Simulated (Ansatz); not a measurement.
**NbSi2P4 monolayer in a perpendicular field**

Wanted: the out-of-plane response of the NbSi2P4 monolayer. A positive field points along +c.

Main program and level: Ansatz 0.2.0; plane-wave DFT, PBE-D3(BJ), Ansatz PAW (set soft_1); PAW set soft_1.

### Step 1. Starting point

The cell holds 7 atoms: 4 P, 2 Si and 1 Nb. Its edges and angles: a = 3.480 Å, b = 3.480 Å, c = 48.171 Å, α = 90.0°, β = 90.0°, γ = 120.0°. Vacuum lies along c.

### Step 2. Relaxing the slab

The starting cell is a guess, so the in-plane lattice and the atoms are relaxed first, with the slab cut off from its images along the normal.

File input.yaml:

```yaml
crystal:
  lattice:
    - [3.48, 0.0, 0.0]
    - [-1.74, 3.0137684052, 0.0]
    - [0.0, 0.0, 48.1708199571]
  atoms:
    - { symbol: P, position: [0.0, 0.0, 0.4110372217] }
    - { symbol: Si, position: [0.3333333333, 0.6666666667, 0.4244153983] }
    - { symbol: P, position: [0.3333333333, 0.6666666667, 0.4682178497] }
    - { symbol: Nb, position: [0.0, 0.0, 0.5], spin: 1.0 }
    - { symbol: P, position: [0.3333333333, 0.6666666667, 0.5317821503] }
    - { symbol: Si, position: [0.3333333333, 0.6666666667, 0.5755846017] }
    - { symbol: P, position: [0.0, 0.0, 0.5889627783] }
  periodic: [true, true, false]
magnetization:
  spin_polarized: true
kpoints:
  mp_grid: { grid: [12, 12, 1] }
hamiltonian:
  xc: pbe
  dispersion: d3bj
  pseudopotentials: { kind: paw, azcp: { folder: soft_1 } }
scf:
  occupations: { method: fermi_dirac, width: 0.05 }
  convergence: { dr2_threshold: 1.0e-09 }
relax:
  f_tol: 0.004
  max_steps: 90
  cell: {}
output:
  write_potential: true
  write_density: true
  volumetric_format: npy
```

Started as:

```console
$ ansatz run input.yaml --threads 2 --pin off --max-ram 3072MiB --backend cpu --events-out ev --progress --plain --runs-dir out
```

Numbers of over 12 decimals in the logs are rounded to 6 here.

Log:

```text
Warning: relax.cell: scf.convergence.dr2_threshold = 1e-9 eV is looser than the 2.02971883163e-10 eV advised for a relaxation that steers and ends on the stress (1e-10 eV for each atom of the cell: 7, times the square of relax.cell.stress_2d_tol = 0.05 N/m over 18.6 Å (the atoms' height at the walk's start and 5 Å past either face), 2.692e-2 GPa, over a crystal's default 0.05). What an SCF threshold leaves in a stress goes as its square root, and in the free energy as the threshold itself, and one threshold admits the most on a small cell: [figures from the program's tests cut] Set scf.convergence.dr2_threshold to 2.02971883163e-10 eV or tighter. [rest of the remark cut]
Engine: ansatz 0.2.0, aarch64-unknown-linux-gnu
Pseudopotentials: kind: paw
Pseudopotential: P, paw, valence charge 5, recommended cutoff 420 eV (normal), soft_1/P.paw.azcp
Pseudopotential: Si, paw, valence charge 4, recommended cutoff 420 eV (normal), soft_1/Si.paw.azcp
Pseudopotential: Nb, paw, valence charge 13, recommended cutoff 420 eV (normal), soft_1/Nb.paw.azcp
Functional definition: PBE
  parameter kappa = 0.804
  parameter beta = 0.066725
  exchange = pbe_x(kappa = kappa, mu = beta*pi^2/3)
  correlation = pbe_c(beta = beta)
Crystal: 7 atoms, lattice volume = 505.211 Å³
Basis set: ecut = 420 eV, 9839 PW (Γ), exchange–correlation on 48×48×648 points (8 copies of the dense FFT grid, shifted against one another)
Bands: 28, of which v1, the nominal top of the filled ones, is band 21 counted from 1 (20 counted from 0)
Symmetry: 12 space group operations
Space group: P-6m2 (ITA 187), of the structure as read, at distance tolerance 8.0e-5 Å
Magnetic group: BNS 187.209 (UNI 1439), of the structure as read, at distance tolerance 8.0e-5 Å
k-points: 19 of 144 (time reversal used)
Non-local potential: P, projectors of the file, l = 0: 2, l = 1: 2, l = 2: 1
Non-local potential: Si, projectors of the file, l = 0: 2, l = 1: 2, l = 2: 1
Non-local potential: Nb, projectors of the file, l = 0: 3, l = 1: 2, l = 2: 2, l = 3: 1
PAW form: soft (Blöchl's): semilocal exchange-correlation on the pseudo side does not see the compensation charge
PAW one-centre angular grid: P, 110 points (default); XC on 64 Gauss nodes
PAW one-centre angular grid: Si, 110 points (default); XC on 64 Gauss nodes
PAW one-centre angular grid: Nb, 590 points (default); XC on 64 Gauss nodes
Initial density: superposition of atomic densities (neutral atoms: chi_scale 0, normalization atom)
Starting moments: Σ|m| = 1 μB on 1 of 7 sites
Initial wavefunctions: pseudopotential atomic-orbital guess
Functional: x = pbe(κ = 0.804, μ = 0.219515), c = pbe(β = 0.066725)
SCF iter   1: F=—  HF=-8851.345832 eV  |F-HF|=—  |Δ(HF+E_count)|=         —  Δρ=1.71e-2 (↑1.71e-2 ↓1.53e-2)  dr2=7.34e0  dr2_m=3.45e-2  M=0.655 μB ∫|m|=0.751 μB  β_m=0.30  ethr=3.10e-3  ⟨swp⟩=18.9  Hψ=11006  notcnv=0  defer=1
Mixer restart at iter 1: flushing history
preconditioner: auto → LDOS  [metal: Δε(μ)=0.060 eV  Ē_g=8.612 eV  σ=0.050 eV  W_gap=0.29  n_scr=26 (ndim 8)  ℏωp=9.5 eV  f_vac=0.727  D(μ)=2.13/eV (n_scr^D=12)]
spin=Collinear: LDOS preconditioning applied to the charge; magnetization (m = ρ↑ − ρ↓) channel mixes plain (no charge-response kernel on spin).
SCF iter   2: F=—  HF=-8850.144599 eV  |F-HF|=—  |Δ(HF+E_count)|=    1.20e0  Δρ=1.09e-2 (↑1.09e-2 ↓9.70e-3)  dr2=2.34e0  dr2_m=1.81e-2  M=0.621 μB ∫|m|=0.709 μB  β_m=0.50  ethr=3.10e-3  ⟨swp⟩=4.9  Hψ=3028  notcnv=0  defer=66
SCF iter   3: F=—  HF=-8849.743687 eV  |F-HF|=—  |Δ(HF+E_count)|=   4.01e-1  Δρ=2.62e-3 (↑2.62e-3 ↓2.53e-3)  dr2=6.56e-2  dr2_m=4.10e-3  M=0.515 μB ∫|m|=0.589 μB  β_m=0.63  ethr=3.10e-3  ⟨swp⟩=4.3  Hψ=2529  notcnv=0  defer=66
SCF iter   4: F=—  HF=-8849.783524 eV  |F-HF|=—  |Δ(HF+E_count)|=         —  Δρ=1.65e-3 (↑1.65e-3 ↓1.38e-3)  dr2=4.15e-3  dr2_m=9.89e-3  M=0.290 μB ∫|m|=0.344 μB  β_m=0.63  ethr=1.60e-4  ⟨swp⟩=4.3  Hψ=2877  notcnv=0  defer=62
SCF iter   5: F=—  HF=-8849.786455 eV  |F-HF|=—  |Δ(HF+E_count)|=   2.93e-3  Δρ=9.36e-4 (↑9.36e-4 ↓9.15e-4)  dr2=5.72e-4  dr2_m=3.87e-3  M=0.227 μB ∫|m|=0.265 μB  β_m=0.81  ethr=1.01e-5  ⟨swp⟩=3.3  Hψ=2448  notcnv=0  defer=62
SCF iter   6: F=—  HF=-8849.790179 eV  |F-HF|=—  |Δ(HF+E_count)|=   3.72e-3  Δρ=4.73e-4 (↑4.69e-4 ↓4.73e-4)  dr2=3.15e-3  dr2_m=8.79e-4  M=0.136 μB ∫|m|=0.154 μB  β_m=0.72  ethr=1.40e-6  ⟨swp⟩=4.4  Hψ=3096  notcnv=0  defer=62
SCF iter   7: F=—  HF=-8849.790498 eV  |F-HF|=—  |Δ(HF+E_count)|=   3.19e-4  Δρ=2.16e-4 (↑1.81e-4 ↓2.16e-4)  dr2=2.23e-5  dr2_m=1.74e-4  M=0.076 μB ∫|m|=0.083 μB  β_m=0.86  ethr=1.40e-6  ⟨swp⟩=4.2  Hψ=2720  notcnv=0  defer=62
SCF iter   8: F=—  HF=-8849.791007 eV  |F-HF|=—  |Δ(HF+E_count)|=   5.08e-4  Δρ=3.75e-5 (↑3.75e-5 ↓3.14e-5)  dr2=7.14e-6  dr2_m=3.98e-6  M=0.012 μB ∫|m|=0.013 μB  β_m=0.88  ethr=5.45e-8  ⟨swp⟩=5.6  Hψ=3783  notcnv=0  defer=62
SCF iter   9: F=—  HF=-8849.790935 eV  |F-HF|=—  |Δ(HF+E_count)|=   7.16e-5  Δρ=1.16e-5 (↑1.16e-5 ↓1.15e-5)  dr2=9.47e-7  dr2_m=4.41e-7  M=0.003 μB ∫|m|=0.003 μB  β_m=0.94  ethr=1.74e-8  ⟨swp⟩=3.0  Hψ=2225  notcnv=0  defer=62
SCF iter  10: F=—  HF=-8849.790937 eV  |F-HF|=—  |Δ(HF+E_count)|=   2.12e-6  Δρ=3.93e-6 (↑3.93e-6 ↓3.75e-6)  dr2=1.05e-7  dr2_m=5.39e-8  M=0.001 μB ∫|m|=0.001 μB  β_m=0.92  ethr=2.31e-9  ⟨swp⟩=3.4  Hψ=2672  notcnv=0  defer=62
SCF iter  11: F=—  HF=-8849.790937 eV  |F-HF|=—  |Δ(HF+E_count)|=   2.23e-7  Δρ=1.14e-6 (↑8.73e-7 ↓1.14e-6)  dr2=4.25e-9  dr2_m=4.15e-9  M=0.000 μB ∫|m|=0.000 μB  β_m=0.96  ethr=2.56e-10  ⟨swp⟩=3.3  Hψ=2482  notcnv=0  defer=62
SCF iter  12: F=—  HF=-8849.790937 eV  |F-HF|=—  |Δ(HF+E_count)|=   3.33e-8  Δρ=2.45e-7 (↑2.45e-7 ↓2.39e-7)  dr2=4.12e-10  dr2_m=2.00e-10  M=0.000 μB ∫|m|=0.000 μB  β_m=0.96  ethr=1.04e-11  ⟨swp⟩=3.4  Hψ=2623  notcnv=0  defer=62
SCF iter  13: F=-8849.790937 eV  HF=-8849.790937 eV  |F-HF|=6.57e-10  |Δ(HF+E_count)|=   1.69e-9  Δρ=5.44e-8 (↑5.44e-8 ↓5.00e-8)  dr2=4.17e-11  dr2_m=4.70e-12  M=0.000 μB ∫|m|=0.000 μB  ethr=1.00e-12  ⟨swp⟩=9.2  Hψ=8816  notcnv=0
WARN: the starting moments were not kept: the SCF closed with an absolute magnetisation of 5.6e-6 μB, where they sum to 1 μB in size (1 site). That is at most 0.1 of that sum. Measured as dr2_m measures the in/out step, that magnetisation stands 2.6e-12 eV from none, at or under the dr2_threshold of 1.0e-9 eV: it is no larger than a step whose dr2_m would equal this threshold. The system may hold no moment; this SCF  [...]
SCF 1 converged in 13 iterations: F = -8849.790937 eV  dr2 = 4.17e-11
[...]
relax step   5: F+E_penalty+E_count = -8851.49916386 eV  Δ(F+E_penalty+E_count) = -1.334e-3 eV  max|allowed force component| = 3.841e-2 eV/Å  Δτ_max = 0.0074 Å  P = +0.010 N/m  Ω = 505.438 Å³  energy of the carried Pulay correction = -2.912e-6 eV  fix = [c, alpha, beta]  reactions: c +0.000 N/m  (9 SCF iters, accepted)
[...]
relax step   6: F+E_penalty+E_count = -8851.49924661 eV  Δ(F+E_penalty+E_count) = -8.275e-5 eV  max|allowed force component| = 6.315e-4 eV/Å  Δτ_max = 0.0023 Å  P = -0.008 N/m  Ω = 505.809 Å³  energy of the carried Pulay correction = -7.692e-6 eV  fix = [c, alpha, beta]  reactions: c -0.000 N/m  (8 SCF iters, accepted)
Initial wavefunctions: pseudopotential atomic-orbital guess (no wavefunctions were taken with the density)
iter 1 solved again at ethr=2.43e-7 eV; its pass at ethr=3.10e-3 eV (dr2=9.97e-5 eV) is discarded
SCF iter   1: F=—  HF=-8851.499104 eV  |F-HF|=—  |Δ(HF+E_count)|=         —  Δρ=1.40e-6 (↑1.39e-6 ↓1.40e-6)  dr2=4.67e-9  dr2_m=2.94e-11  M=-0.000 μB ∫|m|=0.000 μB  β_m=0.65  ethr=2.43e-7  ⟨swp⟩=7.4  Hψ=16480  notcnv=0
eigensolver tolerance schedule: the retry pair's looser diagonalisation over-reported the residual by 21364.40 of it (diagonalisation noise at an unbounded share of the residual, at the tolerance the schedule requests for it); recorded, not acted on — ethr = c·dr2/N_el stays at c = 1.0e-1
preconditioner: auto → LDOS  [metal: Δε(μ)=0.049 eV  Ē_g=7.990 eV  σ=0.050 eV  W_gap=0.24  n_scr=26 (ndim 8)  ℏωp=9.5 eV  f_vac=0.717  D(μ)=2.89/eV (n_scr^D=14)]
spin=Collinear: LDOS preconditioning applied to the charge; magnetization (m = ρ↑ − ρ↓) channel mixes plain (no charge-response kernel on spin).
SCF iter   2: F=—  HF=-8851.499246 eV  |F-HF|=—  |Δ(HF+E_count)|=   1.42e-4  Δρ=5.71e-7 (↑5.71e-7 ↓5.69e-7)  dr2=6.50e-9  dr2_m=1.83e-11  M=-0.000 μB ∫|m|=0.000 μB  β_m=0.30  ethr=1.14e-11  ⟨swp⟩=6.7  Hψ=4644  notcnv=0
SCF iter   3: F=—  HF=-8851.499242 eV  |F-HF|=—  |Δ(HF+E_count)|=   3.78e-6  Δρ=6.52e-7 (↑6.52e-7 ↓6.51e-7)  dr2=1.34e-9  dr2_m=1.91e-11  M=-0.000 μB ∫|m|=0.000 μB  β_m=0.65  ethr=1.14e-11  ⟨swp⟩=2.2  Hψ=1354  notcnv=0
SCF iter   4: F=-8851.499254 eV  HF=-8851.499251 eV  |F-HF|=2.92e-6  |Δ(HF+E_count)|=   8.56e-6  Δρ=2.48e-7 (↑2.42e-7 ↓2.48e-7)  dr2=2.92e-10  dr2_m=5.22e-12  M=-0.000 μB ∫|m|=0.000 μB  ethr=2.44e-12  ⟨swp⟩=15.7  Hψ=10461  notcnv=0
the starting moments were not kept: the SCF closed with an absolute magnetisation of 2.1e-5 μB, where they sum to 1 μB in size (1 site). That is at most 0.1 of that sum. Measured as dr2_m measures the in/out step, that magnetisation stands 6.0e-11 eV from none, at or under the dr2_threshold of 1.0e-9 eV: it is no larger than a step whose dr2_m would equal this threshold.
SCF 7 converged in 4 iterations: F = -8851.499254 eV  dr2 = 2.92e-10
relax step   7: F+E_penalty+E_count = -8851.49925392 eV  Δ(F+E_penalty+E_count) = -7.311e-6 eV  max|allowed force component| = 6.348e-4 eV/Å  Δτ_max = 0.0000 Å  P = -0.008 N/m  Ω = 505.809 Å³  fix = [c, alpha, beta]  reactions: c -0.000 N/m  stress off target by 7.72e-3 N/m on what of the cell is left free  SCF on the basis re-selected at this cell (its energy is not comparable with the rows above)  (4 SCF iters)
basis re-selected at this cell: Δ(F+E_penalty+E_count) = -7.311e-6 eV, ΔP = -0.000 N/m vs the last step (what re-selecting the basis moved, of the pressure what is left beyond the Pulay correction that the steps carried, after the strain that the cell walked since its last selection, with what the two solves' SCF thresholds leave and, on support functions, any second-order correction that the steps lacked; it is no m [...]
WARN: The input density's exchange-correlation potential varies sharply where the density is thin. Do not read a vacuum level from v_tot or v_xc, or from such a field of the output density. On a cell that repeats whose density bears no net charge and no dipole along the vacuum's axis use v_es (v_loc + v_h of the components); under efield.dipole_correction with no amplitude use v_es + v_field, which holds any external [...]
SCF converged after 4 iterations
Magnetization: -0.0000 μB (20.5000 up, 20.5000 down)
Absolute magnetization: 0.0000 μB (∫|ρ↑−ρ↓|, with the PAW one-centre terms)
Spin contamination: 0.0000 ħ² per cell (⟨S²⟩ above its minimum at these occupations)
Per-site moments (μB) at R_I (Å): [(-1.5268522233818776e-7, 0.928924), (-2.867396036861169e-7, 0.922272), (7.313254064783092e-8, 0.922272), (-9.784258327946668e-6, 1.032544), (7.313254068811069e-8, 0.922272), (-2.8673960368896075e-7, 0.922272), (-1.526852223142176e-7, 0.928924)]
Free energy (F): -8851.499254 eV
Harris-Foulkes:  -8851.499251 eV  (|F-HF|=2.92e-6)
Internal energy: -8851.475965 eV  (E = F + TS)
E sigma→0 (E₀):  -8851.487610 eV
Entropy (-TS):   -0.023289 eV (-3.327 meV/atom)
Fermi energy:    -5.481532 eV
--- Per-component energies (eV) ---
  E_band       = -681.821861
  E_kinetic    = 733.474671
  E_local      = -125949.901107  (includes V_loc(G=0)·N_el)
  E_nonlocal   = 268.966177
  E_hartree    = 62479.585856
  E_xc         = -571.835849
  E_vxc        = -542.289052  (∫ρ·V_xc dr)
  E_paw        = -6337.907581  (= ΣΔE_a)
  E_vpaw       = -151.247751  (= ΣTr[D̂ρ^β])
  E_aug_tail   = 0.000116  (compensation charges beyond the density's cutoff)
  E_ewald      = 60528.642126
  E_disp       = -2.500375  (pairwise vdW)
  E_smearing   = -0.023289  (= −TS)
  E_closure    = 0.000000  (closes the sum)
  Σ components = -8851.499254   (vs F -8851.499254, Δ=0.00e0)
--- Forces (eV/Å), atoms counted from 1 ---
  atom   1  P     -0.00000000    -0.00000000    -0.00003314
  atom   2  Si    -0.00000000     0.00000000    -0.00063478
  atom   3  P      0.00000000    -0.00000000     0.00057225
  atom   4  Nb    -0.00000000    -0.00000000    -0.00000000
  atom   5  P      0.00000000    -0.00000000    -0.00057225
  atom   6  Si    -0.00000000     0.00000000     0.00063478
  atom   7  P      0.00000000    -0.00000000     0.00003314
  max |Σ_I F_I| component: 1.12e-15 eV/Å
--- 2D stress c σ (N/m, compression-positive) ---
       -0.007717      -0.000000       0.000000
        0.000000      -0.007717       0.000000
        0.000000       0.000000       0.000000
  P = ½ c Tr σ = -0.0077 N/m
--- Band table (eV; the first three rows and the last of 38) ---
  k-point 0 ↑: bands = [... 17 lower, -6.3103, -5.8620, -5.8620, -5.1865, -2.5544, -2.5544, -2.3880, -2.3880, ... 3 higher]
  k-point 1 ↑: bands = [... 17 lower, -6.4864, -6.0006, -5.9315, -5.1716, -2.7401, -2.6524, -2.3382, -2.2861, ... 3 higher]
  k-point 2 ↑: bands = [... 17 lower, -6.7337, -6.3295, -6.1947, -5.3083, -3.1207, -3.0406, -2.2935, -2.0591, ... 3 higher]
  k-point 18 ↓: bands = [... 17 lower, -7.9578, -6.7822, -6.0469, -4.7336, -3.5364, -3.4888, -3.4388, -2.5094, ... 3 higher]
  the weakly bound empty levels are not read free of the cell's end (no_gap_told)
--- Relaxed structure (6 steps of the walk, 6 accepted, 1 SCFs on fresh bases) ---
  F+E_penalty+E_count = -8851.49925392 eV   max|allowed force component| = 6.348e-4 eV/Å   (the final SCF, on the basis selected at the relaxed cell)
  cell:  # Å, volume = 505.8089 Å³
    - [3.482057, 0, 0.0]
    - [-1.741029, 3.015550, 0.0]
    - [0.0, 0.0, 48.1708199571]
  atoms:
    - { symbol: P, position: [1.0573552618555006e-17, -5.135725556199063e-17, 0.401561] }
    - { symbol: Si, position: [0.333333, 0.666667, 0.422626] }
    - { symbol: P, position: [0.333333, 0.666667, 0.469040] }
    - { symbol: Nb, position: [1.0573552618554993e-17, -5.135725556199063e-17, 0.5] }
    - { symbol: P, position: [0.333333, 0.666667, 0.530960] }
    - { symbol: Si, position: [0.333333, 0.666667, 0.577374] }
    - { symbol: P, position: [1.0573552618555006e-17, -5.135725556199063e-17, 0.598439] }
```

It took 4.6 min on 2 threads of Arm Neoverse V1, shared host; peak memory 0.93 GiB.

Step by step:

```csv
step,energy less that of the first step (eV),largest force component (eV/Å),volume (Å³)
1,0.0000,3.5146,505.21
2,-1.3762,1.5878,507.92
3,-1.6752,0.4986,506.05
4,-1.7069,0.1508,505.73
5,-1.7082,0.0384,505.44
6,-1.7083,0.0006,505.81
7*,-1.7083,0.0006,505.81
```

Relaxation steps marked * repeat the geometry before them on a plane-wave basis chosen anew for their cell, so energy and pressure can jump there.

Forces are held to the 12 operations that the run works with; a distortion that breaks them can't arise in this run.

```csv
cell as run,before,after,change
a (Å),3.480,3.482,+0.1 %
b (Å),3.480,3.482,+0.1 %
```

The atoms that moved most (Å, along periodic axes as changes of fractional coordinates times the final cell, across vacuum about the mean position):

```csv
atom,dx,dy,dz,length
P1,0.000,0.000,-0.456,0.456
P7,0.000,0.000,0.456,0.456
Si2,0.000,0.000,-0.086,0.086
Si6,0.000,0.000,0.086,0.086
P3,0.000,0.000,0.040,0.040
P5,0.000,0.000,-0.040,0.040
```

Numbers from this step:

| Property | Result |
| --- | --- |
| energy at zero smearing | -8851.4876 eV |

The lattice constant a goes from 3.480 to 3.482 Å.

(Part 1 of 2 ends here.)

[Logs are printed without paths, hosts, clocks, repeated set-up lines and the standing remarks that a program may print on its own settings, such as how far it seeks lower states.]

[Hosts, paths, dates, database ids (printed as entryN), source tags and the programs' standing remarks are cut or masked in the printed files.]

[Maps of the electrostatic potential energy from Ansatz leave out the sawtooth potential of an applied field or a dipole correction, so their vacuum need not be flat; planar profiles and work functions include it.]
